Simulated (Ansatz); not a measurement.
A substitution in GaSb

All numbers are results of PBEsol, scalar-relativistic (spin polarisation where moments were expected) in the plane-wave PAW code Ansatz at 420 eV, Gaussian smearing of 0.05 eV, not measurements.

GaSb was relaxed to zero pressure in the COD cell structure.

It takes space group F-43m (No. 216, cubic). Conventional cell: a = 6.111 Å, b = 6.111 Å, c = 6.111 Å, α = 90.00°, β = 90.00°, γ = 90.00°. Ga (site symmetry -43m) is surrounded by 4 Sb at 2.65 Å. Sb (site symmetry -43m) is surrounded by 4 Ga at 2.65 Å. Neighbours are those within 15 % of a site's shortest distance, so a longer bond may be listed from one end only.

Results for GaSb: a (Å) 6.111, V (Å³/atom) 28.53, shortest unlike bond (Å) 2.65, gap (eV) metal, B0 (GPa) 51, E_f (eV/atom) -0.12.

All Ga is replaced by In and the cell relaxed again in the same space group. What comes out?

InSb: a (Å) 6.520, V (Å³/atom) 34.64, shortest unlike bond (Å) 2.82, gap (eV) metal, B0 (GPa) 43, E_f (eV/atom) -0.08.

The volume changes by +21.4 %, or +6.7 % in mean length, and the shortest unlike bond by 0.17 Å. The bulk modulus goes from 51.0 to 42.8 GPa, as V^−0.9: with like bonding the larger cell is the softer.

The PAW datasets are PBE ones. E_f is the formation energy from the elements run alike, at 0 K, without zero-point energy; it is good to about 0.01 eV/atom as a calculation.

All runs used the PAW datasets of the set soft_2.

Replacing Ga by In expands the lattice because indium has one more filled shell and a larger covalent radius, while gallium is kept compact by the poor screening of its 3d electrons. The longer bond, 2.82 Å against 2.65 Å, weakens the sp³ overlap and lowers the bonding charge density, which accounts for the softer lattice. The less negative formation energy of InSb probably has the same origin, though it also depends on the cohesion of elemental Ga and In.

The metallic result is wrong for both compounds, which are well-known direct-gap semiconductors. The semilocal functional most likely places the antibonding, cation-rich s state at the zone centre too low, so that it meets or drops below the Sb p valence top. Missing spin-orbit coupling is not the cause, since it would raise the valence top and narrow the gap further. The calculation therefore supports the structural and elastic trend, but not a comparison of the two gaps. Negative formation energies show stability against the elements only.
